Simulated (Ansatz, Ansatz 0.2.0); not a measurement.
# Notes on computing the Debye temperature of LaNiC₂ from elastic constants

*A beginner's notebook, kept as written. Several of its settings and conclusions are unsound; a review follows at the end.*

## Starting point

The number I am trying to reproduce is the Debye temperature of LaNiC₂, a superconductor whose crystal has no inversion centre. It comes from "Evidence for two-gap superconductivity in the non-centrosymmetric compound LaNiC$_2$" (2012, arXiv:1208.1596). The specific heat of an annealed, arc-melted polycrystal was fitted with a polynomial between 3.5 and 20 K, and the T³ term, with four atoms per formula unit, gave 450 K. A second value, 445 K, is from "Tuning the ferromagnetic phase in the CDW compound SmNiC2 via chemical alloying" (2016, PubMed Central 4879522). It was also obtained from the T³ part of the low-temperature specific heat of an arc-melted, annealed polycrystal. So neither group measured a sound speed or an elastic constant for these numbers; both measured heat. I compare with the 450 K.

| compared with | measured | source's wording or label | method |
| --- | --- | --- | --- |
| Debye temperature (K) | 450 | from T^3 term of specific heat, N = 4 atoms | specific heat * |
| Debye temperature (K) | 445 | from T^3 coefficient of specific heat, n = 4 | low-temperature specific heat |

Where a quantity has several values, deviations refer to the one marked *.

Conditions are those given with the value in the passage it was taken from; "not stated" means there, and the paper may say more elsewhere. The values are a selection: others may have been left out beforehand as unlike or outlying.

## Choices

I want the Debye temperature from the computed elastic constants, which give the sound speeds. The model is the perfect crystal with four atoms in the primitive cell. The program first relaxes the cell and the atoms, then strains the cell a little in each direction and reads the stiffness from the stresses.

The two measured values are 5 K apart, so I take that as the error of the experiment and will call the calculation a success if it lands within 5 K of 450 K. I will use PBEsol because I have read that it is good for solids. My plan is to get one number first and then change settings until it agrees.

System: LaNiC2, orthorhombic Amm2; Amm2 (No. 38), 4 atoms in the primitive cell; the database structure is a database entry's sites in a cell taken from published measurements: a = 3.958 Å, b = 4.562 Å, c = 6.200 Å; structure from the Materials Project.

## 1. A large strain for a clear signal

On a tensile tester I would pull hard enough to get well out of the noise, so I do the same here and set the strain amplitude to 0.08. The cutoff stays at its default, with a 10×10×10 k mesh. I expect the big strain to give the most reliable constants, and a Debye temperature close to 450 K.

**Run 1.** Ansatz 0.2.0: PBEsol, cell and atoms relaxed in a first step at this level from the database structure (its input isn't shown), PAW set soft_2, cutoff 420 eV (default), 10x10x10 k mesh, Methfessel-Paxton smearing 0.25 eV; strain amplitude 0.08; elastic constants by two-point finite strains with relaxed ions.

Key lines of the input:
```
crystal:
  # lattice and atoms
kpoints:
  mp_grid: { grid: [10, 10, 10] }
hamiltonian:
  xc: pbesol
scf:
  occupations: { method: methfessel_paxton, width: 0.25 }
output:
  forces: true
  stress: true
elastic:
  mode: relaxed_ion
  stencil: two_point
  amplitude: 0.08
```

Command:
```
ansatz run input.yaml --threads 4 --pin off --max-ram 16384MiB --backend cpu --events-out ev --progress --plain --runs-dir out
```

Selected lines of the output:
```
Basis set: ecut = 420 eV, 1049 PW (Γ) [...]
  C = ∂σ_k/∂η_j (tension-positive GPa; Voigt order 11 22 33 23 13 12):
       200.514     84.531     96.434     -0.000      0.000     -0.000
        83.366    318.170    133.155     -0.000     -0.000     -0.000
         0.000      0.000      0.000    114.496      0.000      0.000
  moduli (Voigt/Reuss/Hill, GPa): K = 155.91/147.58/151.75   G = 84.71/80.56/82.63   E = 209.81   ν = 0.270
  mechanically stable: yes (min eigenvalue of sym C = 71.78 GPa)
```

Converged; 15 min on 4 cores of Arm Neoverse V2, shared host.

| quantity | run 1 | measured | deviation |
| --- | --- | --- | --- |
| Debye temperature (K) | 481.1 | 450 | +31.1 (+6.9 %) |
| conventional cell volume (Å³) | 107.89 |  |  |
| pressure (GPa) | −0.00096 |  |  |
| B (Reuss) (GPa) | 147.6 |  |  |
| G (Hill) (GPa) | 82.6 |  |  |
| C11 (GPa) | 200.5 |  |  |
| C12 (GPa) | 83.9 |  |  |

The Debye temperature comes out at 481.1 K, which is 31.1 K above the measured 450 K and well outside my 5 K. The crystal is mechanically stable and the pressure is practically zero, so I take it that the large strain worked and the elastic constants are right for these settings. C12 and C21 are 84.531 and 83.366 GPa, nearly the same, which I read as an error of about 1 GPa in everything. The crystal in the computer is therefore simply too stiff, and I have to find the setting that makes it softer.

## 2. Fewer plane waves for a softer crystal

The cutoff decides how many plane waves describe the electrons, and 1049 of them seems a lot for four atoms. I think of them as springs: with fewer of them the crystal should give way more easily. I am lowering the cutoff to 190 eV and putting the strain back to whatever the program uses by itself, since the strain has done its job. I expect the Debye temperature to drop towards 450 K, and the run should be quicker too.

**Run 2.** Ansatz 0.2.0: PBEsol, cell and atoms relaxed from the database structure, PAW set soft_2, cutoff 190 eV, 10x10x10 k mesh, Methfessel-Paxton smearing 0.25 eV; the relaxation is the first step.

Key lines of the input, as changed from run 1:
```diff
- elastic:
-   mode: relaxed_ion
-   stencil: two_point
-   amplitude: 0.08
+ basis:
+   ecutwfc: 190.0
+ relax:
+   adjacent_minimum: "off"
+   f_tol: 0.005
+   max_steps: 30
+   cell: { stress_tol: 0.03 }
```

Selected lines of the output:
```
Basis set: ecut = 190 eV, 343 PW (Γ) [...]
k-points: 186 of 1000 (time reversal used)
SCF iter   7: F=—  HF=-12434.902237 eV  |F-HF|=—  |Δ(HF+E_count)|=   2.09e-9  S|Δr|=    0.00e0  Δρ=6.82e-7  dr2=3.01e-10  [...]
SCF iter   8: F=—  HF=-12434.902237 eV  |F-HF|=—  |Δ(HF+E_count)|=  4.91e-11  S|Δr|=    0.00e0  Δρ=1.41e-7  dr2=1.71e-11  [...]
SCF iter   9: F=-12434.902237 eV  HF=-12434.902237 eV  |F-HF|=5.46e-12  |Δ(HF+E_count)|=    0.00e0  S|Δr|=    0.00e0  Δρ=1.12e-7  dr2=5.95e-12  [...]
relax step  29: F+E_penalty+E_count = -12434.83749265 eV  [...]  max|allowed force component| = 2.344e-3 eV/Å  [...]  P = +0.008 GPa  Ω = 57.555 Å³  [...]
relax step  30: F+E_penalty+E_count = -12434.83669109 eV  [...]  max|allowed force component| = 4.562e-4 eV/Å  [...]  P = -0.001 GPa  Ω = 57.556 Å³  [...]
relax step  31: F+E_penalty+E_count = -12434.90223676 eV  [...]  max|allowed force component| = 3.800e-3 eV/Å  [...]  P = +0.280 GPa  Ω = 57.556 Å³  [...]
variable-cell relaxation did not converge after 31 `relax_step` rows, as none of its last 7 fresh-basis SCF(s) at a relaxed cell met both thresholds with a finite energy. The last misses [...]
```

Not converged; 76 s of wall time. Warnings: cutoff_below_recommended.

The relaxation stopped unconverged after 31 rows, so this attempt ended before the elastic constants. At step 30 the pressure was −0.001 GPa and the forces were tiny, so I regard the structure as finished and the complaint at the end as a formality.

What struck me is the volume. It is 57.556 Å³ here and was 107.89 Å³ in the first calculation, so the crystal has shrunk to about half its size. I conclude that the plane waves hold the atoms apart, and with only 343 of them the lattice falls in. A crystal squeezed that much must be stiffer, so lowering the cutoff was the wrong direction for getting down to 450 K.

## 3. More k points and a small strain

I am putting the cutoff back to its default so that the crystal returns to its proper size. The other number I can turn is the k mesh, which I raise to 16×16×16, because more points should share the load more evenly and make the lattice softer. I also set the strain amplitude to 0.005, since a gentle pull should meet less resistance than the large one did. The cell is relaxed again from the database structure, and with so many k points I expect that to settle quickly this time. Together these changes should take off the 31.1 K.

**Run 3.** Ansatz 0.2.0: PBEsol, cell and atoms relaxed from the database structure, PAW set soft_2, cutoff 420 eV (default), 16x16x16 k mesh, Methfessel-Paxton smearing 0.25 eV; strain amplitude 0.005; stopped from outside after 246 s, the time that was left for it; the relaxation is the first step.

Key lines of the input, as changed from run 2:
```diff
  kpoints:
-   mp_grid: { grid: [10, 10, 10] }
+   mp_grid: { grid: [16, 16, 16] }
- basis:
-   ecutwfc: 190.0
  relax:
-   max_steps: 30
+   max_steps: 60
```

Command:
```
ansatz run input.yaml --threads 8 --pin off --max-ram 16384MiB --backend cpu --events-out ev --progress --plain --runs-dir out
```

Selected lines of the output:
```
Basis set: ecut = 420 eV, 1049 PW (Γ) [...]
k-points: 657 of 4096 (time reversal used)
SCF iter   3: F=—  HF=-12460.794105 eV  |F-HF|=—  |Δ(HF+E_count)|=  1.38e-10  S|Δr|=    0.00e0  Δρ=1.34e-6  dr2=8.55e-10  [...]
SCF iter   4: F=—  HF=-12460.794105 eV  |F-HF|=—  |Δ(HF+E_count)|=  8.00e-11  S|Δr|=    0.00e0  Δρ=4.04e-7  dr2=8.97e-11  [...]
SCF iter   5: F=—  HF=-12460.794105 eV  |F-HF|=—  |Δ(HF+E_count)|=  5.46e-12  S|Δr|=    0.00e0  Δρ=1.46e-7  dr2=1.73e-11  [...]
relax step   6: F+E_penalty+E_count = -12460.79627829 eV  [...]  max|allowed force component| = 4.623e-3 eV/Å  [...]  P = -0.005 GPa  Ω = 53.956 Å³  [...]
relax step   7: F+E_penalty+E_count = -12460.79409999 eV  [...]  max|allowed force component| = 5.171e-3 eV/Å  [...]  P = -0.052 GPa  Ω = 53.956 Å³  [...]
relax step   8: F+E_penalty+E_count = -12460.79412622 eV  [...]  max|allowed force component| = 7.202e-4 eV/Å  [...]  P = -0.002 GPa  Ω = 53.939 Å³  [...]
```

Cut off at its time limit; 4.1 min on 8 cores of Arm Neoverse N1, shared host.

This calculation was cut off at its time limit, during the relaxation, so again I have no Debye temperature. The last volume is 53.939 Å³. I had put the cutoff back and expected the crystal to return to 107.89 Å³, but it is even a little smaller than the 57.556 Å³ I got with few plane waves. So the plane waves can't be what holds the atoms apart. The k mesh is what I raised this time, and I conclude that many k points press the crystal together.

## 4. Fewer k points and a sharper smearing

If many k points squeeze the lattice, fewer should let it open up and soften, so I go down to 8×8×8. I am also changing the smearing from Methfessel-Paxton with 0.25 eV to Gaussian with 0.05 eV, because smearing sounds like blurring and I want a sharp answer. The strain amplitude goes down further, to 0.002, as the gentle pull has not had its chance yet. I expect a volume near the first one and a Debye temperature clearly below 481.1 K.

**Run 4.** Ansatz 0.2.0: PBEsol, cell and atoms relaxed in a first step at this level from the database structure (its input isn't shown), PAW set soft_2, cutoff 420 eV (default), 8x8x8 k mesh, Gaussian smearing 0.05 eV; strain amplitude 0.002; elastic constants by two-point finite strains with relaxed ions.

Key lines of the input, as changed from run 1:
```diff
  kpoints:
-   mp_grid: { grid: [10, 10, 10] }
+   mp_grid: { grid: [8, 8, 8] }
  scf:
-   occupations: { method: methfessel_paxton, width: 0.25 }
+   occupations: { method: gaussian, width: 0.05 }
  elastic:
-   amplitude: 0.08
+   amplitude: 0.002
```

Selected lines of the output:
```
k-points: 105 of 512 (time reversal used)
  C = ∂σ_k/∂η_j (tension-positive GPa; Voigt order 11 22 33 23 13 12):
       201.568     78.374     86.531     -0.000     -0.000     -0.000
  moduli (Voigt/Reuss/Hill, GPa): K = 152.83/143.92/148.38   G = 87.20/83.00/85.10   E = 214.33   ν = 0.259
```

Converged; 6 min on 4 cores of Arm Neoverse V2, shared host.

| quantity | run 4 | measured | deviation |
| --- | --- | --- | --- |
| Debye temperature (K) | 487.5 | 450 | +37.5 (+8.3 %) |
| conventional cell volume (Å³) | 107.87 |  |  |
| pressure (GPa) | 0.00031 |  |  |
| B (Reuss) (GPa) | 143.9 |  |  |
| G (Hill) (GPa) | 85.1 |  |  |
| C11 (GPa) | 201.6 |  |  |
| C12 (GPa) | 78.4 |  |  |

The volume is back at 107.87 Å³, which confirms that the k mesh decides the size of the crystal: few points let it open, many press it together. The Debye temperature did not follow as I had thought. It rose to 487.5 K, 37.5 K above the measured value and further off than my first result.

The bulk modulus (Reuss) fell from 147.6 to 143.9 GPa, so the crystal did get softer, and still the Debye temperature went up. I conclude that a softer crystal has the higher Debye temperature, and that I have been pushing in the wrong direction since the first calculation. What I need is the small, pressed-together crystal.

## 5. Back to many k points, now with LDA

I return to the 16×16×16 mesh to get the small volume again, and to the Methfessel-Paxton smearing with 0.25 eV, since the sharp one brought nothing. I have read that LDA makes crystals come out too small and too stiff, which is now what I want, so I replace PBEsol by LDA. The strain amplitude goes to 0.01, between the values I have used. With the mesh and LDA both pressing the lattice together, I expect a volume near 54 Å³ and a Debye temperature close to 450 K.

**Run 5.** Ansatz 0.2.0: LDA, cell and atoms relaxed in a first step at this level from the database structure (its input isn't shown), PAW set soft_2, cutoff 420 eV (default), 16x16x16 k mesh, Methfessel-Paxton smearing 0.25 eV; elastic constants by two-point finite strains with relaxed ions, amplitude 0.01.

Key lines of the input, as changed from run 1:
```diff
  kpoints:
-   mp_grid: { grid: [10, 10, 10] }
+   mp_grid: { grid: [16, 16, 16] }
  hamiltonian:
-   xc: pbesol
+   xc: lda
  elastic:
-   amplitude: 0.08
+   amplitude: 0.01
```

Selected lines of the output:
```
k-points: 657 of 4096 (time reversal used)
  moduli (Voigt/Reuss/Hill, GPa): K = 163.12/154.40/158.76   G = 90.70/86.24/88.47   E = 223.83   ν = 0.265
```

Converged; 39 min on 8 cores of Arm Neoverse N1, shared host.

| quantity | run 5 | measured | deviation |
| --- | --- | --- | --- |
| Debye temperature (K) | 495.5 | 450 | +45.5 (+10.1 %) |
| conventional cell volume (Å³) | 105.39 |  |  |
| pressure (GPa) | 0.00784 |  |  |
| B (Reuss) (GPa) | 154.4 |  |  |
| G (Hill) (GPa) | 88.5 |  |  |
| C11 (GPa) | 213.2 |  |  |
| C12 (GPa) | 85.3 |  |  |

The Debye temperature is 495.5 K, 45.5 K above the measured value and the furthest off of my three results. The volume is 105.39 Å³ and not the 54 Å³ I was aiming for, although the mesh is 16×16×16 again. I take this to mean that LDA works against the k points and holds the lattice open.

The bulk modulus (Reuss) went up to 154.4 GPa and the Debye temperature went up as well. Last time the one fell while the other rose. Since it rises either way, I conclude that the Debye temperature has little to do with how stiff the crystal is, and that the strain amplitude is what counts. The large strain of 0.08 gave 481.1 K, and both small ones gave more. I will therefore keep the 481.1 K from the first calculation as my value, as it is the closest to the experiment.

## Table of results

| run | settings | Debye temperature (K) | deviation | cost | status |
| --- | --- | --- | --- | --- | --- |
| 1 | PBEsol, cutoff 420 eV (default), 10x10x10 k mesh, Methfessel-Paxton smearing 0.25 eV, strain amplitude 0.08 | 481.1 | +31.1 (+6.9 %) | 59 core-min |  |
| 2 | PBEsol, cutoff 190 eV, 10x10x10 k mesh, Methfessel-Paxton smearing 0.25 eV, the relaxation is the first step | – |  | 5.1 core-min | not converged |
| 3 | PBEsol, 16x16x16 k mesh, strain amplitude 0.005, stopped from outside after 246 s, the time that was left for it, the relaxation is the first step | – |  | 33 core-min | cut off at its time limit |
| 4 | PBEsol, cutoff 420 eV (default), 8x8x8 k mesh, Gaussian smearing 0.05 eV, strain amplitude 0.002 | 487.5 | +37.5 (+8.3 %) | 24 core-min |  |
| 5 | LDA, cutoff 420 eV (default), 16x16x16 k mesh, Methfessel-Paxton smearing 0.25 eV, amplitude 0.01 | 495.5 | +45.5 (+10.1 %) | 5.1 core-h |  |
|  | measured | 450 |  |  |  |

## Where I got to

I have three Debye temperatures for LaNiC₂: 481.1, 487.5 and 495.5 K. All are above the measured 450 K, and none is within the 5 K I had set myself. Two further calculations ended during the relaxation and gave no value.

The value I am reporting is 481.1 K, from PBEsol with the strain of 0.08, because it is the closest. It is 6.9 % too high. My explanation is that a large strain loosens the crystal and brings it nearer to the real sample, which has been melted and annealed and can't be as perfect as the one in the computer. LDA with the 16×16×16 mesh took the most computer time and came out worst, so I don't think that more k points are worth paying for.

I still can't say why the volume was about 108 Å³ in some calculations and about 54 Å³ in another. I have put it down to the k mesh, although the LDA result doesn't fit that. If I continue, I would try a strain larger than 0.08, since that seems to be the way down to 450 K.

## Reviewer's comments

Further runs made for the review:

| reviewer's run | settings | Debye temperature (K) | deviation | cost |
| --- | --- | --- | --- | --- |
| R1 | PBEsol, cutoff 420 eV (default), 10x10x10 k mesh, Methfessel-Paxton smearing 0.25 eV, elastic constants by two-point finite strains with relaxed ions, amplitude 0.01 | 485.6 | +35.6 (+7.9 %) | 48 core-min |
| R2 | PBEsol, cutoff 420 eV (default), 8x8x8 k mesh, Methfessel-Paxton smearing 0.25 eV, elastic constants by two-point finite strains with relaxed ions, amplitude 0.01 | 485.7 | +35.7 (+7.9 %) | 25 core-min |
| R3 | PBEsol, cutoff 420 eV (default), 14x16x16 k mesh, Methfessel-Paxton smearing 0.25 eV, elastic constants by two-point finite strains with relaxed ions, amplitude 0.01 | 485.6 | +35.6 (+7.9 %) | 2.6 core-h |
|  | measured | 450 |  |  |

The notebook rightly notes that both experiments measured heat, and PBEsol is a reasonable choice. But the 5 K between two similar measurements isn't the experimental error, since both may share a bias, and it says nothing of the functional's error. Settings should be converged, not changed until the answer agrees.

In run 1, a strain of 0.08 is far beyond the linear range. Computed stresses need no hard pull, and neither stability nor zero pressure validates the strain. The unequal C12 and C21 were a warning, not an error bar for every constant. With a strain of 0.01 and all else equal, R1 gives 485.6 K for 48 core-minutes, so the damage was only 4.5 K.

Run 2 ignored the cutoff warning. Plane waves describe electrons; they aren't springs. Nor was the failed relaxation a formality: with a fresh basis the pressure was 0.280 GPa. The crystal hadn't halved either. The log prints the primitive cell and the table the conventional one, twice as large, so the volume was really about 115 Å³, larger than in run 1. The default cutoff should have stayed.

Run 3 needed more time; it was cut off during the relaxation, so a result for the strain of 0.005 is not shown in this report. A smaller strain wouldn't soften the crystal anyway, because elastic constants are stress per strain. Doubled, its last volume is 107.88 Å³, as in run 1: k points neither press the crystal together nor share a load.

Run 4 therefore confirms no effect of the mesh on volume. It also changed mesh, smearing and strain together. Narrow smearing isn't inherently more accurate; it usually needs more k points, and with a strain as small as 0.002 any noise in the stresses weighs more heavily. Here little was lost: R2, with the same mesh, broader smearing and a strain of 0.01, gives 485.7 K against 487.5 K. A softer crystal doesn't have a higher Debye temperature. That depends mainly on shear stiffness, and G rose from 82.6 to 85.1 GPa while B fell.

Run 5 chose LDA for its expected bias, which is no reason to choose a functional. LDA did shrink the cell, to 105.39 Å³, and stiffened it; it didn't hold the lattice open. Both B and G rose, and the Debye temperature with them. Against R3, PBEsol on a similarly dense mesh with the same strain, LDA adds 9.9 K. Strain amplitude doesn't explain that.

The reported 481.1 K is closest by chance. A large uniform strain doesn't imitate a real sample's defects, and annealing tends to remove them. A still larger strain would only make the method worse. Extra k points are indeed unnecessary with PBEsol and the broad smearing, but because R3, R1 and R2 agree within 0.1 K, not because LDA came out worst.

The sound PBEsol result is about 486 K, 7.9 % above the measured 450 K: fair agreement, but a real difference. The functional may make the lattice too stiff: the relaxed PBEsol cell is roughly 4 % smaller in volume than the measured cell given at the start, and a smaller cell is usually a stiffer one. The polynomial fit up to 20 K may also bias the measured T³ term. These runs can't say how much each contributes, so the remaining 36 K is unexplained.

[Logs are printed without paths, hosts, clocks, repeated set-up lines and the standing remarks that a program may print on its own settings, such as how far it seeks lower states.]

[The runs shown are a pick from a larger set of finished runs; failed, doubtful and other runs were left out of it ahead of writing. So were measured values far from every level or from commonly accepted values, and agreement can look better than it is. Lines of input and output are excerpts and may be shortened.]
